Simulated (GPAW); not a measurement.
# GaAs (F-43m) in GPAW: further runs

Aim: see how the results for GaAs move with the level of theory and the settings. Levels: RPBE+D4, revPBE+D3(BJ), revPBE+D4, BLYP+D3(BJ). Tasks: relaxation of cell and atoms.

Program: GPAW 26.7.0. These are calculated values, not measurements. Logs are shortened: lines on timing, memory, paths and dates and some standing lists are left out, and cuts for length are marked. The log counts tension as positive stress, the text compression.

## 1. The crystal as given

It takes space group F-43m (No. 216, cubic). Conventional cell: a = 5.654 Å, b = 5.654 Å, c = 5.654 Å, α = 90.00°, β = 90.00°, γ = 90.00°. As (site symmetry -43m) is surrounded by 4 Ga at 2.45 Å. Ga (site symmetry -43m) is surrounded by 4 As at 2.45 Å.

## 2. Relaxation of cell and atoms, RPBE+D4

run.py

```python
from ase import Atoms
from ase.calculators.mixing import SumCalculator
from ase.filters import FrechetCellFilter
from ase.io import write
from ase.optimize import BFGS
from dftd4.ase import DFTD4
from gpaw import GPAW, PW

atoms = Atoms(['As', 'Ga'],
              cell=[[0.0, 2.82685, 2.82685],
                    [2.82685, 0.0, 2.82685],
                    [2.82685, 2.82685, 0.0]],
              scaled_positions=[[0.75, 0.75, 0.75],
                                [0.0, 0.0, 0.0]],
              pbc=True)

calc = GPAW(mode=PW(600),
            xc='RPBE',
            kpts={'size': (8, 8, 8), 'gamma': True},
            occupations={'name': 'fermi-dirac', 'width': 0.05},
            nbands=11,
            convergence={'density': 1e-05, 'forces': 0.0001},
            maxiter=150,
            txt='gpaw.txt')
atoms.calc = SumCalculator([calc, DFTD4(method='rpbe')])
opt = BFGS(FrechetCellFilter(atoms), trajectory='relax.traj', logfile='-')
done = opt.run(fmax=0.01, steps=60)
calc.write('gs.gpw')
write('result.traj', atoms)
print('Converged:', done)
print('Cell:', atoms.cell.cellpar().round(4))
print('Volume:', round(atoms.get_volume(), 4))
print(atoms.get_scaled_positions().round(5))
```

Potentials or basis: the program's PAW data sets (release 1.2.1) made for this functional, pw.

The run is started by

```
> OMP_NUM_THREADS=1 python run.py
```

gpaw.txt:

```text
__  _  _
 | _ |_)|_||  |
 |__||  | ||/\| - 26.7.0

Input parameters:
  mode=PW(ecut=600.0),
  convergence={'density': 1e-05, 'forces': 0.0001},
  kpts=MonkhorstPack(size=(8, 8, 8), gamma=True),
  maxiter=150,
  nbands=11,
  occupations=Occupations(name='fermi-dirac', width=0.05),
  xc=XC(name='RPBE')

Diagonalizing LCAO Hamiltonian
Converting LCAO to pw mode

                    As

       Ga

Atoms  # Å, Bohr magnetons
|   | symbol |        x |        y |        z |    initial magnetic moments |
|---|--------|----------|----------|----------|-----------------------------|
| 0 |     As | 4.240275 | 4.240275 | 4.240275 | ( 0.0000,  0.0000,  0.0000) |
| 1 |     Ga | 0.000000 | 0.000000 | 0.000000 | ( 0.0000,  0.0000,  0.0000) |

Unit cell  # Å
| periodic |        x |        y |        z |  lengths |    angles |
|----------|----------|----------|----------|----------|-----------|
|      yes | 0.000000 | 2.826850 | 2.826850 | 3.997770 | 60.000000 |
|      yes | 2.826850 | 0.000000 | 2.826850 | 3.997770 | 60.000000 |
|      yes | 2.826850 | 2.826850 | 0.000000 | 3.997770 | 60.000000 |

Number of symmetries: 24
Symmetry operations  # r_c * U_cc + t_c -> r_c
|    | kind |            matrix            |
|----|------|------------------------------|
|  0 |  E   |  1, 0, 0,  0, 1, 0,  0, 0, 1 |
|  1 |  σ   |  1, 0, 0,  0, 0, 1,  0, 1, 0 |
|  2 |  σ   |  1, 0,-1,  0, 1,-1,  0, 0,-1 |
|  3 |  C3  |  1, 0,-1,  0, 0,-1,  0, 1,-1 |
|  4 |  C3  |  1,-1, 0,  0,-1, 1,  0,-1, 0 |
|  5 |  σ   |  1,-1, 0,  0,-1, 0,  0,-1, 1 |
|  6 |  σ   |  0, 1, 0,  1, 0, 0,  0, 0, 1 |
|  7 |  C3  |  0, 1, 0,  0, 0, 1,  1, 0, 0 |
|  8 |  C2  |  0, 1,-1,  1, 0,-1,  0, 0,-1 |
|  9 |  S4  |  0, 1,-1,  0, 0,-1,  1, 0,-1 |
| 10 |  C3  |  0, 0, 1,  1, 0, 0,  0, 1, 0 |
| 11 |  σ   |  0, 0, 1,  0, 1, 0,  1, 0, 0 |
| 12 |  S4  |  0, 0,-1,  1, 0,-1,  0, 1,-1 |
| 13 |  C3  |  0, 0,-1,  0, 1,-1,  1, 0,-1 |
| 14 |  S4  |  0,-1, 1,  1,-1, 0,  0,-1, 0 |
| 15 |  C2  |  0,-1, 1,  0,-1, 0,  1,-1, 0 |
| 16 |  C3  |  0,-1, 0,  1,-1, 0,  0,-1, 1 |
| 17 |  S4  |  0,-1, 0,  0,-1, 1,  1,-1, 0 |
| 18 |  S4  | -1, 1, 0, -1, 0, 1, -1, 0, 0 |
| 19 |  C3  | -1, 1, 0, -1, 0, 0, -1, 0, 1 |
| 20 |  C3  | -1, 0, 1, -1, 1, 0, -1, 0, 0 |
| 21 |  S4  | -1, 0, 1, -1, 0, 0, -1, 1, 0 |
| 22 |  σ   | -1, 0, 0, -1, 1, 0, -1, 0, 1 |
| 23 |  C2  | -1, 0, 0, -1, 0, 1, -1, 1, 0 |

BZ-sampling:
  Number of BZ points: 512
  Number of IBZ points: 29

  Monkhorst-Pack size: [8, 8, 8]
  Monkhorst-Pack shift: [0.0625, 0.0625, 0.0625]

K-points  # in reciprocal-cell coordinates
|     |                                coordinates |     weight |
|-----|--------------------------------------------|------------|
|   0 | (  0.00000000,   0.00000000,   0.00000000) | 0.00195312 |
|   1 | (  0.12500000,   0.12500000,   0.00000000) | 0.01171875 |
|   2 | (  0.12500000,   0.12500000,   0.12500000) | 0.01562500 |
|   3 | (  0.25000000,   0.12500000,   0.12500000) | 0.02343750 |
|   4 | (  0.25000000,   0.25000000,   0.00000000) | 0.01171875 |
|   5 | (  0.25000000,   0.25000000,   0.12500000) | 0.04687500 |
|   6 | (  0.25000000,   0.25000000,   0.25000000) | 0.01562500 |
|   7 | (  0.37500000,   0.25000000,  -0.37500000) | 0.04687500 |
|   8 | (  0.37500000,   0.25000000,   0.12500000) | 0.04687500 |
|   9 | (  0.37500000,   0.25000000,   0.25000000) | 0.04687500 |
| ... |                                            |            |
|  28 | (  0.50000000,   0.50000000,   0.50000000) | 0.00781250 |

Plane wave coefficients: 1540
Cutoff: 600.0 eV

Spin-components: 1 (collinear spins)
Bands:           11
Projectors:      10
Spin-degeneracy: 2
Datatype:        complex128

Parallelization:
  kpt:    1
  domain: 1
  band:   1

Density:
  Valence electrons: 8.0
  Components: 1
  Grid points: [24 24 24]
  Charge: 0.0  # |e|

Potential:
  Grid points: [24 24 24]

species:
  As:
    name:    Arsenic
    Z:       33.0
    valence: 5
    core:    28
    charge:  0.0  # [|e|]
    compensation charges:
      type: gauss
      rc: 0.33  # [Å]
      lmax: 2
    cutoffs:
      filter: 1.87  # [Å]
      core: 2.96  # [Å]
    projectors
    | kind |    occ | energy [eV] | rcut [Å] |
    |------|--------|-------------|----------|
    |   4s |  2.000 |     -14.426 |    1.058 |
    |   4p |  3.000 |      -5.163 |    1.058 |
    |    s |        |      12.785 |    1.058 |
    |    p |        |      22.048 |    1.058 |
    |    d |        |       0.000 |    1.058 |

    Using partial waves for As as LCAO basis

  Ga:
    name:    Gallium
    Z:       31.0
    valence: 3
    core:    28
    charge:  0.0  # [|e|]
    compensation charges:
      type: gauss
      rc: 0.37  # [Å]
      lmax: 2
    cutoffs:
      filter: 2.06  # [Å]
      core: 4.17  # [Å]
    projectors
    | kind |    occ | energy [eV] | rcut [Å] |
    |------|--------|-------------|----------|
    |   4s |  2.000 |      -8.878 |    1.164 |
    |   4p |  1.000 |      -2.543 |    1.164 |
    |    s |        |      18.334 |    1.164 |
    |    p |        |      24.668 |    1.164 |
    |    d |        |       0.000 |    1.164 |

    Using partial waves for Ga as LCAO basis

Reference energy: -114399.796401  # eV

eigensolver:
  PPCG
  Converge bands: occupied
  niter=2

density mixing:
  MSR1-Mixer
  Pratt-step length: 0.05
  Maximum mixing coefficient: 0.75
  Old densities: 10
  SVD Regularization: 0.005
  Good broyden scale: 1.0
  Trust region scale: 1.0
  Backstep threshold: 4.0
  History deletion threshold: 6.0
  Fourier metric: weight=20.0, sigma=0.015

occupation numbers:
  Fermi-Dirac:
    width: 0.0500  # eV

poisson solver:
  ecut: 4800.0  # eV

xc functional:
  name: RPBE with 2 nearest neighbor stencil

convergence criteria:
- Maximum integral of absolute [dens]ity change: 1e-05 electrons / valence electron
- Maximum change in the atomic [forces] across last 2 cycles: 0.0001 eV/Ang OR
Maximum error relative to the maximum force is below inf
- Maximum [total energy] change in last 3 cyles: 0.0005 eV / valence electron
- Maximum integral of absolute [eigenst]ate change: 4e-08 eV^2 / valence electron
maximum number of iterations: 150

SCF iterations
|iter     | |      energy | eigst |  dens |force |
|---------|-|-------------|-------|-------|------|
|iter:   1| |   -7.579782 | -0.65 |       |      |
|iter:   2| |   -7.564799 | -3.03 | -0.89 |      |
|iter:   3| |   -7.514881 | -2.15 | -0.92 |      |
|iter:   4| |   -7.519747 | -3.63 | -1.51 |      |
|iter:   5| |   -7.520515 | -4.46 | -2.02 |      |
|iter:   6| |   -7.520567c| -5.69 | -2.74 |      |
|iter:   7| |   -7.520569c| -7.15 | -3.50 |      |
|iter:   8| |   -7.520569c| -8.20c| -4.15 |      |
|iter:   9| |   -7.520569c| -8.26c| -4.98 |      |
|iter:  10| |   -7.520569c| -8.47c| -5.38c|      |
|iter:  11| |   -7.520569c|-10.05c| -6.45c|-16.16c|

Converged in 11 steps
Energy contributions relative to reference atoms: (reference = -114399.796401)

Energy contributions:
  Kinetic:          27.332499
  Coulomb:         -24.037426
  Zero:              0.011703
  External:          0.000000
  Xc:              -10.827343
  Entropy:          -0.000005
  Spinorbit:         0.000000
  ----------------------------
  Free energy:      -7.520571
  Extrapolated:     -7.520569

dipole moment: (-10.925821, -10.925821, -10.925821)  # |e|*Ang

Fermi level: 5.412
Eigenvalues  # (at kpt = [0.000, 0.000, 0.000])
| band index |      eig [eV] | occ [0-2] |
|------------|---------------|-----------|
|          0 |        -7.630 |     2.000 |
|          1 |         5.029 |     1.999 |
|          2 |         5.029 |     1.999 |
|          3 |         5.029 |     1.999 |
|          4 |         5.738 |     0.003 |
|          5 |         8.828 |     0.000 |
|          6 |         8.828 |     0.000 |
|          7 |         8.828 |     0.000 |
|          8 |        12.899 |     0.000 |
|          9 |        15.087 |     0.000 |
|         10 |        15.087 |     0.000 |

Gap: 0.709 eV
Transition (v -> c):
  (s=0, k=0, n=3, [0.00, 0.00, 0.00]) -> (s=0, k=0, n=4, [0.00, 0.00, 0.00])
No difference between direct/indirect transitions

Stress tensor  # eV/Ang^3
|         x |         y |         z |
|-----------|-----------|-----------|
| -0.039480 |  0.000000 |  0.000000 |
|  0.000000 | -0.039480 |  0.000000 |
|  0.000000 |  0.000000 | -0.039480 |

Forces  # eV/Ang
|        x |        y |       z |
|----------|----------|---------|
|  0.00000 | -0.00000 | 0.00000 |  # As   0
| -0.00000 | -0.00000 | 0.00000 |  # Ga   1

# Writing to gs.gpw (mode='')
```

It took 13 s on 1 thread of Arm Neoverse V1, shared host; peak memory 0.15 GiB.

Results:

- Free energy: -9.0724 eV
- Pressure after relaxing: 0.0 GPa
- Band gap on the k mesh: 0.71 eV, direct
- Dispersion energy per atom: -0.776 eV

Final structure:
```xyz
2
Lattice="0.0000 2.8268 2.8268 2.8268 0.0000 2.8268 2.8268 2.8268 0.0000" Properties=species:S:1:pos:R:3 pbc="T T T"
As    4.2403    4.2403    4.2403
Ga    0.0000    0.0000    0.0000
```

Caveat: the relaxation stopped at its first step, so nothing moved; later steps reuse the first step's grids. A k mesh can miss the band edges.

## 3. Relaxation of cell and atoms, revPBE+D3(BJ)

run.py

```python
from ase.calculators.mixing import SumCalculator
from ase.filters import FrechetCellFilter
from ase.io import read, write
from ase.optimize import BFGS
from dftd3.ase import DFTD3
from gpaw import GPAW, PW

atoms = read('POSCAR')

calc = GPAW(mode=PW(600),
            xc='revPBE',
            kpts={'size': (8, 8, 8), 'gamma': True},
            occupations={'name': 'fermi-dirac', 'width': 0.05},
            nbands=11,
            convergence={'density': 1e-05, 'forces': 0.0001},
            maxiter=150,
            txt='gpaw.txt')
atoms.calc = SumCalculator([calc, DFTD3(method='revpbe', damping='d3bj')])
opt = BFGS(FrechetCellFilter(atoms), trajectory='relax.traj', logfile='-')
done = opt.run(fmax=0.02, steps=40)
calc.write('gs.gpw')
write('result.traj', atoms)
print('Converged:', done)
print('Cell:', atoms.cell.cellpar().round(4))
print('Volume:', round(atoms.get_volume(), 4))
print(atoms.get_scaled_positions().round(5))
```

POSCAR

```
GaAs
1.0
    0.0000000000      2.8268500000      2.8268500000
    2.8268500000      0.0000000000      2.8268500000
    2.8268500000      2.8268500000      0.0000000000
As Ga
1 1
Direct
    0.7500000000      0.7500000000      0.7500000000
    0.0000000000      0.0000000000      0.0000000000
```

Potentials or basis: the program's PAW data sets (release 1.2.1) made for this functional, pw.

The run is started by

```
> OMP_NUM_THREADS=1 python run.py
```

It took 29 s on 1 thread of Arm Neoverse V1, shared host; peak memory 0.18 GiB.

Results (log left out):

| Quantity | Value |
| --- | --- |
| Free energy | -8.8774 eV |
| Relaxed volume | 22.87 Å³/atom |
| Relaxed cell | a = 4.014 Å, b = 4.014 Å, c = 4.014 Å, α = 60.00°, β = 60.00°, γ = 60.00° |
| Space group after relaxing (to 0.05 Å) | F-43m (No. 216) |
| Energy gained by relaxing | 0.8 meV/atom |
| Ionic steps | 3 |
| Pressure after relaxing | 0.0 GPa |
| Band gap on the k mesh | 0.58 eV, direct |
| Dispersion energy per atom | -0.614 eV |

Step by step:
| step | energy change (eV) | largest force (eV/Å) | pressure (GPa) | volume (Å³) |
| --- | --- | --- | --- | --- |
| 1 | 0.0000 | 0.0000 | 0.94 | 45.18 |
| 2 | -0.0007 | 0.0000 | 0.72 | 45.31 |
| 3 | -0.0017 | 0.0000 | 0.01 | 45.75 |

Final structure:
```yaml
crystal:
  lattice:
    - [0.00000, 2.83863, 2.83863]
    - [2.83863, 0.00000, 2.83863]
    - [2.83863, 2.83863, 0.00000]
  atoms:
    - { symbol: As, position: [0.75000, 0.75000, 0.75000] }
    - { symbol: Ga, position: [0.00000, 0.00000, 0.00000] }
```

Levels at points of the mesh, in eV from the valence-band top:
| k point | band 1 | band 2 | band 3 | band 4 | band 5 | band 6 | band 7 |
| --- | --- | --- | --- | --- | --- | --- | --- |
| (0.00, 0.00, 0.00) | -12.58 | 0.00 | 0.00 | 0.00 | 0.58 | 3.79 | 3.79 |
| (0.50, 0.50, 0.00) | -10.28 | -6.70 | -2.61 | -2.61 | 1.57 | 1.74 | 10.16 |
| (0.50, 0.50, 0.50) | -10.98 | -6.51 | -1.11 | -1.11 | 1.08 | 4.69 | 4.69 |

Caveat: later steps reuse the first step's grids. As with any semilocal functional, this revPBE gap is likely too small.

## 4. Relaxation of cell and atoms, revPBE+D4

run.py

```python
from ase import Atoms
from ase.calculators.mixing import SumCalculator
from ase.filters import FrechetCellFilter
from ase.io import write
from ase.optimize import BFGS
from dftd4.ase import DFTD4
from gpaw import GPAW, PW

atoms = Atoms(['As', 'Ga'],
              cell=[[0.0, 2.82685, 2.82685],
                    [2.82685, 0.0, 2.82685],
                    [2.82685, 2.82685, 0.0]],
              scaled_positions=[[0.75, 0.75, 0.75],
                                [0.0, 0.0, 0.0]],
              pbc=True)

calc = GPAW(mode=PW(600),
            xc='revPBE',
            kpts={'size': (8, 8, 8), 'gamma': True},
            occupations={'name': 'fermi-dirac', 'width': 0.05},
            nbands=11,
            convergence={'density': 1e-05, 'forces': 0.0001},
            maxiter=150,
            txt='gpaw.txt')
atoms.calc = SumCalculator([calc, DFTD4(method='revpbe')])
opt = BFGS(FrechetCellFilter(atoms), trajectory='relax.traj', logfile='-')
done = opt.run(fmax=0.02, steps=100)
calc.write('gs.gpw')
write('result.traj', atoms)
print('Converged:', done)
print('Cell:', atoms.cell.cellpar().round(4))
print('Volume:', round(atoms.get_volume(), 4))
print(atoms.get_scaled_positions().round(5))
```

The run is started by

```
> OMP_NUM_THREADS=1 python run.py
```

Run time: 54 s. Hardware: 1 thread of Arm Neoverse V1, shared host; peak memory 0.21 GiB.

It converged, with:

```
Free energy                            : -9.0135 eV
Relaxed volume                         : 22.73 Å³/atom
Relaxed cell                           : a = 4.006 Å, b = 4.006 Å, c = 4.006 Å, α = 60.00°, β = 60.00°, γ = 60.00°
Space group after relaxing (to 0.05 Å) : F-43m (No. 216)
Energy gained by relaxing              : 0.2 meV/atom
Ionic steps                            : 3
Pressure after relaxing                : 0.0 GPa
Band gap on the k mesh                 : 0.63 eV, direct
Dispersion energy per atom             : -0.686 eV
```

Step by step:
```csv
step,energy change (eV),largest force (eV/Å),pressure (GPa),volume (Å³)
1,0.0000,0.0000,0.45,45.18
2,-0.0002,0.0000,0.35,45.24
3,-0.0004,0.0000,0.00,45.45
```

Final structure:
```
CELL_PARAMETERS angstrom
0.00000 2.83253 2.83253
2.83253 0.00000 2.83253
2.83253 2.83253 0.00000
ATOMIC_POSITIONS crystal
As 0.75000 0.75000 0.75000
Ga 0.00000 0.00000 0.00000
```

Levels at points of the mesh, in eV from the valence-band top:
```tsv
k point	band 1	band 2	band 3	band 4	band 5	band 6	band 7
(0.00, 0.00, 0.00)	-12.63	0.00	0.00	0.00	0.63	3.79	3.79
(0.50, 0.00, 0.00)	-11.01	-6.54	-1.12	-1.12	1.10	4.69	4.69
(0.50, 0.50, 0.00)	-10.30	-6.73	-2.64	-2.64	1.56	1.74	10.21
(0.50, 0.50, 0.50)	-11.01	-6.54	-1.12	-1.12	1.10	4.69	4.69
```

Caveat: later steps reuse the first step's grids. Zero-point motion and thermal expansion aren't in these numbers.

## 5. Relaxation of cell and atoms, BLYP+D3(BJ)

run.py

```python
from ase.calculators.mixing import SumCalculator
from ase.filters import FrechetCellFilter
from ase.io import read, write
from ase.optimize import BFGS
from dftd3.ase import DFTD3
from gpaw import GPAW, PW, setup_paths

setup_paths.insert(0, '.')

atoms = read('POSCAR')

calc = GPAW(mode=PW(600),
            xc='BLYP',
            kpts={'size': (8, 8, 8), 'gamma': True},
            occupations={'name': 'fermi-dirac', 'width': 0.05},
            nbands=11,
            convergence={'density': 1e-05, 'forces': 0.0001},
            eigensolver='davidson',
            maxiter=150,
            txt='gpaw.txt')
atoms.calc = SumCalculator([calc, DFTD3(method='blyp', damping='d3bj')])
opt = BFGS(FrechetCellFilter(atoms), trajectory='relax.traj', logfile='-')
done = opt.run(fmax=0.01, steps=100)
calc.write('gs.gpw')
write('result.traj', atoms)
print('Converged:', done)
print('Cell:', atoms.cell.cellpar().round(4))
print('Volume:', round(atoms.get_volume(), 4))
print(atoms.get_scaled_positions().round(5))
```

POSCAR is that of step 3.

Potentials or basis: PAW data sets generated in the run's folder for this functional, pw.

The run is started by

```
> gpaw-setup -f BLYP As Ga
> OMP_NUM_THREADS=1 python run.py
```

Wall time 31 s (1 thread of Arm Neoverse V1, shared host); peak memory 0.18 GiB.

Results (log left out):

```yaml
Free_energy: -8.3461 eV
Relaxed_volume: 23.16 Å³/atom
Relaxed_cell: a = 4.031 Å, b = 4.031 Å, c = 4.031 Å, α = 60.00°, β = 60.00°, γ = 60.00°
Space_group_after_relaxing_to_0.05_Å: F-43m (No. 216)
Energy_gained_by_relaxing: 3.2 meV/atom
Ionic_steps: 3
Pressure_after_relaxing: 0.1 GPa
Band_gap_on_the_k_mesh: 0.24 eV, direct
Dispersion_energy_per_atom: -0.725 eV
```

The path:
| step | energy change (eV) | largest force (eV/Å) | pressure (GPa) | volume (Å³) |
| --- | --- | --- | --- | --- |
| 1 | 0.0000 | 0.0000 | 1.83 | 45.18 |
| 2 | -0.0025 | 0.0000 | 1.42 | 45.43 |
| 3 | -0.0065 | 0.0000 | 0.05 | 46.32 |

Final structure:
```xyz
2
Lattice="0.0000 2.8504 2.8504 2.8504 0.0000 2.8504 2.8504 2.8504 0.0000" Properties=species:S:1:pos:R:3 pbc="T T T"
As    4.2756    4.2756    4.2756
Ga    0.0000    0.0000    0.0000
```

Levels at points of the mesh, in eV from the valence-band top:
| k point | band 1 | band 2 | band 3 | band 4 | band 5 | band 6 | band 7 |
| --- | --- | --- | --- | --- | --- | --- | --- |
| (0.00, 0.00, 0.00) | -12.55 | 0.00 | 0.00 | 0.00 | 0.24 | 3.80 | 3.80 |
| (0.50, 0.50, 0.00) | -10.33 | -6.70 | -2.54 | -2.54 | 1.69 | 1.77 | 9.95 |
| (0.50, 0.50, 0.50) | -11.01 | -6.46 | -1.09 | -1.09 | 0.95 | 4.74 | 4.74 |

Caveat: later steps reuse the first step's grids. Zero-point motion and thermal expansion aren't in these numbers.

## 6. Overview

| level | potentials or basis | fmax | max steps | eigensolver | gap on the mesh (eV) | pressure (GPa) | relaxed volume (Å³/atom) |
| --- | --- | --- | --- | --- | --- | --- | --- |
| RPBE+D4 | the program's PAW data sets (release 1.2.1) made for this functional, pw | 0.01 eV/Å | 60 | - | 0.71 | 0.0 | - |
| revPBE+D3(BJ) | the program's PAW data sets (release 1.2.1) made for this functional, pw | 0.02 eV/Å | 40 | - | 0.58 | 0.0 | 22.87 |
| revPBE+D4 | the program's PAW data sets (release 1.2.1) made for this functional, pw | 0.02 eV/Å | 100 | - | 0.63 | 0.0 | 22.73 |
| BLYP+D3(BJ) | PAW data sets generated in the run's folder for this functional, pw | 0.01 eV/Å | 100 | davidson | 0.24 | 0.1 | 23.16 |

Alike in all rows: task relaxation of cell and atoms; no spin polarisation; cell relaxed; k mesh 8 × 8 × 8; cutoff (eV) 600; smearing fermi-dirac 0.05 eV.

Caveats: later steps reuse the first step's grids; the relaxation stopped at its first step, so nothing moved (some runs).

Total energies depend on the potentials used, so only differences within one code and one set of settings carry meaning.
